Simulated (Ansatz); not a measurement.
CdO in Ansatz, vacancy hop by nudged elastic band

The input file (Ansatz 0.2.0, plane waves):

```yaml
crystal:
  lattice:
    - [0.0, 4.71823692, 4.71823692]
    - [4.71823692, 0.0, 4.71823692]
    - [4.71823692, 4.71823692, 0.0]
  atoms:
    - { symbol: Cd, position: [0.00334858, -0.00123067, 0.00220952] }
    - { symbol: O, position: [0.25143791, 0.24863492, 0.24851819] }
    - { symbol: Cd, position: [0.00197534, -0.00227737, 0.50549189] }
    - { symbol: O, position: [0.24873546, 0.24719197, 0.75741745] }
    - { symbol: Cd, position: [0.00236494, 0.49802489, 0.00271572] }
    - { symbol: O, position: [0.24579158, 0.74934827, 0.24995908] }
    - { symbol: Cd, position: [-0.00360337, 0.50203273, 0.49895215] }
    - { symbol: O, position: [0.25254204, 0.74994698, 0.745158] }
    - { symbol: Cd, position: [0.49793724, -0.00140545, 0.00361737] }
    - { symbol: O, position: [0.75249855, 0.24925914, 0.24579283] }
    - { symbol: Cd, position: [0.5022771, -0.00072488, 0.49979052] }
    - { symbol: O, position: [0.75541085, 0.24603012, 0.74624924] }
    - { symbol: Cd, position: [0.49890812, 0.49824084, 0.00106245] }
    - { symbol: O, position: [0.7522195, 0.76146844, 0.24716185] }
    - { symbol: Cd, position: [0.49831528, 0.50072882, 0.5039437] }
kpoints:
  mp_grid: { grid: [3, 3, 3] }
magnetization:
  spin_polarized: false
scf:
  occupations: { method: fermi_dirac, width: 0.05 }
hamiltonian:
  pseudopotentials: { kind: paw }
  xc: pbe
basis:
  ecutwfc: 420
neb:
  images: 3
  relax_end_points: true
  climbing: true
  f_tol: 0.1
  max_iterations: 40
  order_check: false
  final_atoms:
    - { symbol: Cd, position: [0.00334858, -0.00123067, 0.00220952] }
    - { symbol: O, position: [0.25143791, 0.24863492, 0.24851819] }
    - { symbol: Cd, position: [0.00197534, -0.00227737, 0.50549189] }
    - { symbol: O, position: [0.24873546, 0.24719197, 0.75741745] }
    - { symbol: Cd, position: [0.00236494, 0.49802489, 0.00271572] }
    - { symbol: O, position: [0.24579158, 0.74934827, 0.24995908] }
    - { symbol: Cd, position: [-0.00360337, 0.50203273, 0.49895215] }
    - { symbol: O, position: [0.25254204, 0.74994698, 0.745158] }
    - { symbol: Cd, position: [0.49793724, -0.00140545, 0.00361737] }
    - { symbol: O, position: [0.75249855, 0.24925914, 0.24579283] }
    - { symbol: Cd, position: [0.5022771, -0.00072488, 0.49979052] }
    - { symbol: O, position: [0.74744118, -0.25105759, 0.75121854] }
    - { symbol: Cd, position: [0.49890812, 0.49824084, 0.00106245] }
    - { symbol: O, position: [0.7522195, 0.76146844, 0.24716185] }
    - { symbol: Cd, position: [0.49831528, 0.50072882, 0.5039437] }
```

Launch command:

```bash
ansatz run input.yaml --threads 4 --pin off --max-ram 8192MiB --backend cpu --events-out ev --progress --plain --runs-dir out
```

Origin of the cell: a database entry, scaled a little.

The cell is 2×2×2 cells of CdO with one O taken out; atom 12 (O) hops into the empty site, 3.33 Å away before the end points are relaxed. All atoms were shaken by about 0.02 Å first.

Output (shortened):

```
SCF iter   1: F=—  HF=-70003.588956 eV  Δρ=4.29e-3  dr2=6.06e-2  defer=67
SCF iter   2: F=—  HF=-70003.581363 eV  Δρ=2.08e-3  dr2=2.00e-2  defer=88
SCF iter   3: F=—  HF=-70003.576911 eV  Δρ=4.67e-4  dr2=5.53e-4  defer=88
SCF iter   4: F=—  HF=-70003.576814 eV  Δρ=1.58e-4  dr2=7.24e-5  defer=88
SCF iter   5: F=—  HF=-70003.576659 eV  Δρ=5.47e-5  dr2=7.38e-6  defer=88
SCF iter   6: F=—  HF=-70003.576660 eV  Δρ=2.24e-5  dr2=7.55e-7  defer=88
SCF iter   7: F=-70003.576660 eV  HF=-70003.576660 eV  Δρ=4.85e-6  dr2=7.51e-8
NEB iter   1: max|band force component| = 1.207e1 eV/Å  barrier→ = 6.5625 eV  barrier← = 6.5621 eV  Δτ_max = 0.2000 Å  (47 SCF iters)
NEB iter   2: max|band force component| = 3.547e0 eV/Å  barrier→ = 2.4354 eV  barrier← = 2.4350 eV  Δτ_max = 0.0886 Å  (22 SCF iters)
NEB iter   3: max|band force component| = 1.626e0 eV/Å  barrier→ = 1.7936 eV  barrier← = 1.7933 eV  Δτ_max = 0.0764 Å  (21 SCF iters)
NEB iter   4: max|band force component| = 1.700e-1 eV/Å  barrier→ = 1.5578 eV  barrier← = 1.5575 eV  CI = image 2  Δτ_max = 0.0540 Å  (21 SCF iters)
NEB iter   5: max|band force component| = 8.082e-2 eV/Å  barrier→ = 1.5291 eV  barrier← = 1.5287 eV  CI = image 2  Δτ_max = 0.0253 Å  (19 SCF iters)
NEB iter   6: max|band force component| = 1.042e-1 eV/Å  barrier→ = 1.5235 eV  barrier← = 1.5231 eV  CI = image 2  Δτ_max = 0.0126 Å  (6 SCF iters)
NEB iter   7: max|band force component| = 4.769e-2 eV/Å  barrier→ = 1.5224 eV  barrier← = 1.5221 eV  CI = image 2  Δτ_max = 0.0000 Å  (18 SCF iters)
--- NEB band (5 images, 7 band iterations, 154 SCF iterations, 41 more in tests of the images' electronic states and relaxations of end points) ---
  forward barrier  = 1.522431 eV
  backward barrier = 1.522089 eV
  lagrangian_above_aufbau_ev (what the smearing adds, to first order; not taken off the barriers): saddle image -0.000023 eV, end points -0.000055 and -0.000056 eV
  climbing image's point = of an order that was not read
  energies are F+E_penalty+E_count in eV, relative to image 0
  image     s (Å)  Δ vs image 0  max|band force component| (eV/Å)
      0    0.0000      0.000000                                 —
      1    0.9124      0.541935                          4.705e-2
  *   2    1.8259      1.522431                          2.282e-2
      3    2.7395      0.541932                          4.769e-2
      4    3.6519      0.000342                                 —
```

The converged band:

```json
{"image": "0", "path over all atoms (Å)": "0.00", "ΔF (eV)": "0.000", "O x": "4.72", "y": "7.08", "z (Å)": "4.72"}
{"image": "1", "path over all atoms (Å)": "0.91", "ΔF (eV)": "0.542", "O x": "4.17", "y": "7.08", "z (Å)": "4.17"}
{"image": "2", "path over all atoms (Å)": "1.83", "ΔF (eV)": "1.522", "O x": "3.54", "y": "7.07", "z (Å)": "3.54"}
{"image": "3", "path over all atoms (Å)": "2.74", "ΔF (eV)": "0.542", "O x": "2.91", "y": "7.08", "z (Å)": "2.91"}
{"image": "4", "path over all atoms (Å)": "3.65", "ΔF (eV)": "0.000", "O x": "2.36", "y": "7.08", "z (Å)": "2.36"}
```

Relaxed start, forces in eV/Å:

```xyz
15
Lattice="0.000 4.718 4.718 4.718 0.000 4.718 4.718 4.718 0.000" Properties=species:S:1:pos:R:3:forces:R:3 pbc="T T T" image=0
Cd    0.001    0.006    0.002   -0.002   -0.001   -0.002
O     2.361    2.365    2.362    0.002    0.001   -0.001
Cd    2.360    2.364   -0.037    0.002    0.002   -0.004
O     4.719    4.726    2.359   -0.002   -0.005    0.004
Cd    2.360   -0.032    2.361    0.002   -0.005    0.001
O     4.720    2.365    4.719   -0.003    0.002    0.002
Cd    4.759    2.365    2.361    0.002    0.000   -0.001
O     7.077    4.724    4.719    0.003   -0.002    0.003
Cd   -0.036    2.365    2.361   -0.006    0.000    0.000
O     2.360    4.723    4.721    0.002    0.001   -0.002
Cd    2.360    4.763    2.361    0.001    0.004   -0.002
O     4.718    7.083    4.720   -0.001    0.000    0.000
Cd    2.360    2.365    4.760    0.002    0.000    0.003
O     4.719    4.722    7.080   -0.002    0.003   -0.003
Cd    4.719    4.724    4.720   -0.001    0.001    0.001
```

Highest image (2), forces in eV/Å:

```xyz
15
Lattice="0.000 4.718 4.718 4.718 0.000 4.718 4.718 4.718 0.000" Properties=species:S:1:pos:R:3:forces:R:3 pbc="T T T" image=2
Cd   -0.078   -0.158   -0.079    0.009    0.013    0.009
O     2.495    2.366    2.494    0.000    0.000   -0.001
Cd    2.110    2.366    0.253    0.010    0.010   -0.011
O     4.795    4.691    2.285    0.006   -0.004   -0.006
Cd    2.442   -0.158    2.440   -0.009    0.013   -0.009
O     4.587    2.366    4.585    0.000    0.000    0.001
Cd    4.813    2.365    2.267   -0.005    0.002    0.005
O     7.007    4.755    4.791   -0.001   -0.005    0.001
Cd    0.254    2.366    2.108   -0.008    0.011    0.008
O     2.288    4.691    4.794   -0.007   -0.004    0.007
Cd    2.443    4.891    2.441   -0.004   -0.004   -0.004
O     3.541    7.069    3.540   -0.002   -0.023    0.002
Cd    2.269    2.365    4.812    0.006    0.002   -0.005
O     4.793    4.755    7.007    0.001   -0.005   -0.001
Cd    4.639    4.891    4.638    0.003   -0.004    0.004
```

Relaxed end, forces in eV/Å:

```xyz
15
Lattice="0.000 4.718 4.718 4.718 0.000 4.718 4.718 4.718 0.000" Properties=species:S:1:pos:R:3:forces:R:3 pbc="T T T" image=4
Cd    0.004   -0.023   -0.001    0.002   -0.018    0.004
O     2.355    2.362    2.368    0.011    0.000   -0.014
Cd    2.410    2.365    0.003    0.005   -0.006   -0.006
O     4.720    4.720    2.353    0.002    0.005    0.012
Cd    2.361    0.003    2.360    0.000   -0.006   -0.003
O     4.728    2.370    4.713   -0.009    0.002    0.005
Cd    4.720    2.361    2.317    0.004    0.008   -0.010
O     7.082    4.722    4.720   -0.001    0.000    0.000
Cd    0.003    2.363    2.390   -0.011   -0.004    0.013
O     2.361    4.720    4.719    0.000   -0.004    0.003
Cd    2.361    4.721    2.361    0.005    0.002    0.000
O     2.363    7.080    2.361    0.003    0.002   -0.010
Cd    2.327    2.363    4.720   -0.006    0.011    0.009
O     4.718    4.718    7.083    0.005    0.002   -0.006
Cd    4.723    4.768    4.717   -0.012    0.006    0.002
```

Barrier of this path: 1.52 eV forwards, 1.52 eV backwards, after 7 band iterations.

Caveats: the k mesh is coarse if the cell is a metal; a small cell with a neutral vacancy and no spin, whose shape can make like sites unlike; the cell is held at a rescaled volume, and strain moves barriers; the hop was drawn among near neighbours and need not be the easiest path; few images and a loose tolerance, and neither the top nor the ends were tested for their order.

The run took 290 s of wall time on 4 CPU thread(s) of a shared host, from the program's own first density.
